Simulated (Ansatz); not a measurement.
**Hf and the effect of the functional**

The structure is hexagonal, space group P6_3/mmc (No. 194). Conventional cell: a = 3.197 Å, b = 3.197 Å, c = 5.058 Å, α = 90.00°, β = 90.00°, γ = 120.00°. Hf (site symmetry -6m2) has 12 Hf at 3.13 to 3.20 Å as nearest neighbours.

Kept alike: task band structure; k mesh 10 × 10 × 5; occupations fermi-dirac, width 0.05 eV; no spin polarisation. Program: Ansatz, all-electron LAPW, scalar-relativistic. The mesh is that of the run's cell of 2 atoms. No spin-orbit coupling.

```csv
functional,pressure (GPa)
BLYP,3.40
LDA,-7.78
PBE,0.61
PBEsol,-3.90
RPBE,3.48
revPBE,2.68
```

Pressure is positive in compression. For a metal such a mesh leaves the last digits unconverged.

Q: What does the functional change here?

A: The pressure runs from -7.78 (LDA) to 3.48 GPa (RPBE). From PBE: BLYP +2.79; LDA -8.39; PBEsol -4.51; RPBE +2.87; revPBE +2.07. A positive pressure means that the functional's own cell is larger than the one given, a negative one that it is smaller.
